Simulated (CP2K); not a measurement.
Crystal: As.

```
CELL_PARAMETERS angstrom
4.13100 0.00000 0.00000
2.41839 3.34911 0.00000
2.41839 1.23667 3.11243
ATOMIC_POSITIONS crystal
As 0.22600 0.22600 0.22600
As 0.77400 0.77400 0.77400
```

Program: CP2K 2026.2. Alike in all runs: task band structure; no spin polarisation; cell as given; k mesh 9 × 9 × 9.

**Question.** Order these runs on this cell by their pressure, lowest first.
A. level LDA; potentials or basis GTH_POTENTIALS As GTH-PBE-q5; DZVP-MOLOPT-SR-GTH basis; smearing fermi-dirac 0.05 eV; EPS_DEFAULT 1.0E-9; NGRIDS 5; basis sets As DZVP-MOLOPT-SR-GTH-q5; potentials As GTH-PBE-q5 of GTH_POTENTIALS; points a segment of the path (NPOINTS) 6
B. level r2SCAN; potentials or basis POTENTIAL_UZH As GTH-SCAN-q5; TZVP-MOLOPT-SCAN-GTH basis; smearing fermi-dirac 0.1 eV; EPS_DEFAULT 1.0E-9; NGRIDS 5; basis sets As TZVP-MOLOPT-SCAN-GTH-q5; potentials As GTH-SCAN-q5 of POTENTIAL_UZH; points a segment of the path (NPOINTS) 6
C. level LDA; potentials or basis GTH_POTENTIALS As GTH-PADE-q5; TZVP-MOLOPT-PBE-GTH basis; smearing fermi-dirac 0.0259 eV; EPS_DEFAULT 1.0E-10; NGRIDS 5; basis sets As TZVP-MOLOPT-PBE-GTH-q5; potentials As GTH-PADE-q5 of GTH_POTENTIALS; points a segment of the path (NPOINTS) 8
D. level PBE; potentials or basis POTENTIAL_UZH As GTH-PBE-q5; TZVP-MOLOPT-PBE-GTH basis; smearing fermi-dirac 0.05 eV; EPS_DEFAULT 1.0E-10; NGRIDS 4; basis sets As TZVP-MOLOPT-PBE-GTH-q5; potentials As GTH-PBE-q5 of POTENTIAL_UZH; points a segment of the path (NPOINTS) 8

**Answer.** C (-1.2 GPa), B (0.9 GPa), A (2.5 GPa), D (4.4 GPa).

Caveats: the basis of atomic orbitals isn't converged, which shifts pressures, moduli and gaps; the potentials were made for another functional, which shifts forces and pressure (some runs).

Not every run made on this cell is shown here.
